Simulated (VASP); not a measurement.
Wanted: the native input for a VASP 6.6.1 run.

```yaml
Task: relaxation of cell and atoms
Functional: AM05
Potentials_or_basis: VASP PAW PBE potentials, release 64 (Si, C)
Cutoff: 600 eV
k_mesh: 10 × 10 × 10
Occupations: gaussian, width 0.03 eV
Spin: no spin polarisation
Further_INCAR_settings: ALGO = Normal; EDIFF = 1e-07; IBRION = 2; EDIFFG = -0.005; NSW = 90; ISIF = 3
```

The structure of SiC (Moissanite 3C) lies in POSCAR:

```
SiC                                     
1.0
    0.0000000000      2.1775157114      2.1775157114
    2.1775157114      0.0000000000      2.1775157114
    2.1775157114      2.1775157114     -0.0000000000
  Si              C             
     1     1
Direct
     0.0000000000000000    0.0000000000000000    0.0000000000000000
     0.2500000000000000    0.2500000000000000    0.2500000000000000
```

These files were run (other wordings do the same):

INCAR

```
SYSTEM = SiC
PREC = Accurate
ENCUT = 600
EDIFF = 1E-7
ISMEAR = 0
SIGMA = 0.03
LREAL = .False.
LASPH = .True.
NELM = 80
ALGO = Normal
ISIF = 3
LWAVE = .False.
LCHARG = .False.
GGA = AM
IBRION = 2
NSW = 90
EDIFFG = -0.005
```

KPOINTS

```
regular mesh
0
Gamma
  10 10 10
  0 0 0
```

Potentials or basis: VASP PAW PBE potentials, release 64 (Si, C).

Launch:

```console
$ cat potpaw_PBE.64/Si/POTCAR potpaw_PBE.64/C/POTCAR > POTCAR
$ mpirun -np 1 vasp_std > vasp.out
```

It gave:

```yaml
Pressure_after_relaxing: 0.0 GPa
Band_gap_on_the_k_mesh: 1.23 eV, indirect (least direct gap 4.45 eV)
```

Caveat: the relaxation stopped at its first step, so nothing moved; the PAW data sets were made with another functional, which shifts forces and pressure a little.

It took 7 s on 1 thread of Intel(R) Xeon(R) 6975P-C (Granite Rapids), with other jobs on the host, peak memory 0.15 GiB.
